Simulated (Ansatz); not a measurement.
The system is CuO (Tenorite).

```
Cu O
1.0
     2.34185   -1.71130    0.00000
     2.34185    1.71130    0.00000
    -0.85003    0.00000    5.05787
Cu O
2 2
Cartesian
  0.7459 -0.8557 2.5289
  1.1709 0.8557 0.0000
  1.7043 0.2793 3.7934
  2.1293 -0.2793 1.2645
```

| Item | Value |
| --- | --- |
| Program | Ansatz 0.2.0 |
| Task | relaxation of cell and atoms |
| Functional | revPBE |
| Dispersion | D3(BJ) |
| Potentials or basis | Ansatz PAW |
| Cutoff | 420 eV (not typed: the program's choice for these potentials) |
| k mesh | 10 × 10 × 5 |
| Occupations | fermi-dirac, width 0.05 eV |
| Spin | no spin polarisation |

At the start: volume 10.13 Å³/atom.

Q: Where does the relaxation end?

A: It ends after 25 steps and the volume is 10.87 Å³/atom (+7.2 %); space group P4_2/mmc (No. 131, to 0.05 Å).

Step by step:
```csv
step,energy change (eV),largest force (eV/Å),volume (Å³)
1,0.0000,0.2142,40.54
2,-0.0083,0.1898,40.92
3,-0.0239,0.0894,41.61
4,-0.0263,0.0162,42.10
5,-0.0297,0.0012,42.10
6,-0.0295,0.0005,42.20
7,-0.0295,0.0002,42.21
8,-0.0476,0.0014,42.21
9,-0.0540,0.0035,42.72
10,-0.0546,0.0202,43.19
11,-0.0556,0.0018,43.04
12,-0.0555,0.0002,43.07
13,-0.0651,0.0007,43.07
14,-0.0679,0.0034,43.28
15,-0.0681,0.0010,43.36
16,-0.0681,0.0002,43.37
17,-0.0713,0.0009,43.37
18,-0.0722,0.0044,43.45
19,-0.0721,0.0030,43.46
20,-0.0730,0.0034,43.46
21,-0.0733,0.0018,43.46
22,-0.0732,0.0015,43.47
23,-0.0733,0.0014,43.47
24,-0.0734,0.0003,43.48
25,-0.0735,0.0002,43.48
```

Final structure:
```
Cu O
1.0
     2.05221   -2.04362    0.15824
     2.05221    2.04362    0.15824
    -0.40313    0.00000    5.15243
Cu O
2 2
Direct
  0.50000 0.00000 0.50000
  0.00000 0.50000 0.00000
  0.49966 0.50034 0.75000
  0.50034 0.49966 0.25000
```

Caveat: the plane-wave basis is chosen anew once the cell has moved, so the energies of steps on either side of that aren't comparable; the pressure holds a Pulay correction of +0.6 GPa for the finite cutoff; the run has no spin polarisation, though such a crystal can be magnetic; pairwise dispersion overbinds metals, which lowers pressure and volume; the PAW data sets come from PBE, with cores solved anew for the run's functional, which leaves a small shift of forces and pressure.
